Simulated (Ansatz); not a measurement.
## KNbO₃ (P4mm): the size of the finite step

```xyz
5
Lattice="3.9432 0.0000 0.0000 0.0000 3.9432 0.0000 0.0000 0.0000 3.9932" Properties=species:S:1:pos:R:3 pbc="T T T"
K     0.0000    0.0000    0.0746
Nb    1.9716    1.9716    2.0266
O     1.9716    1.9716    0.1506
O     1.9716    0.0000    2.1525
O     0.0000    1.9716    2.1525
```

The conventional cell has a = 3.943 Å, b = 3.943 Å, c = 3.993 Å, α = 90.00°, β = 90.00°, γ = 90.00°. K (atom 1) has 12 O at 2.75 to 2.86 Å as nearest neighbours. Around Nb (atom 2) lie 6 O at 1.88 to 2.12 Å. O (atom 3) is surrounded by 2 Nb at 1.88 to 2.12 Å. O (atom 4) has 2 Nb at 1.98 Å as nearest neighbours.

Level of theory, where no other is named: LDA, PAW on Ansatz 0.2.0's default frozen-core files (fitted under PBE), scalar-relativistic. k mesh 6×6×6, strains of ±0.005, fixed occupations, cutoff 420 eV. The cell was relaxed by PAW under this functional, which moved its volume by -4 % from the database entry's.

Q: Elastic constants come from stresses at strains of ±0.005 (two-point stencil): C11 = 419.3, C12 = 86.9, C13 = 98.3, C33 = 240.7, C44 = 67.2, C66 = 95.6 GPa. What does an amplitude of 0.04 give?

A: C11 = 401.3, C12 = 88.9, C13 = 99.9, C33 = 282.0, C44 = 87.6, C66 = 96.0 GPa. A large step picks up anharmonic terms.

Limits of these numbers: frozen-core PAW files fitted under PBE, their cores solved anew for the functional of the run; constants at zero field, no piezoelectric stiffening; ion relaxation far from harmonic.
